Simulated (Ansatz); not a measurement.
# Density of states of InP

```yaml
crystal:
  lattice:
    - [0.00000, 2.77056, 2.77056]
    - [2.77056, 0.00000, 2.77056]
    - [2.77056, 2.77056, 0.00000]
  atoms:
    - { symbol: In, position: [0.00000, 0.00000, 0.00000] }
    - { symbol: P, position: [0.50000, 0.50000, 0.50000] }
```

The cell was built from the rocksalt type and relaxed in the same program, and has space group Fm-3m; it needn't be a known or the stable phase.

Spin–orbit coupling is left out, though it moves levels of the heavy atoms by tenths of an eV or more.

The calculation used DFT, PBE, all-electron LAPW, scalar-relativistic (Ansatz 0.2.0).

Numerical set-up: a Γ-centred 14×14×14 k mesh, Fermi–Dirac smearing of 0.08 eV, basis error target 0.5 meV/atom, no spin polarisation.

States per eV and cell, averaged over 0.6 eV, from -9.4 to 3.0 eV, with energies (bin centres) from the Fermi level; empty bins are left out. 

```csv
E (eV),total
-9.2,1.03
-8.6,0.18
-6.8,0.01
-6.2,0.40
-5.6,0.89
-5.0,1.06
-4.4,0.52
-3.8,0.69
-3.2,0.80
-2.6,0.99
-2.0,1.24
-1.4,1.19
-0.8,1.19
-0.2,1.25
0.4,0.40
1.0,0.40
1.6,0.59
2.2,0.90
2.8,0.71
```
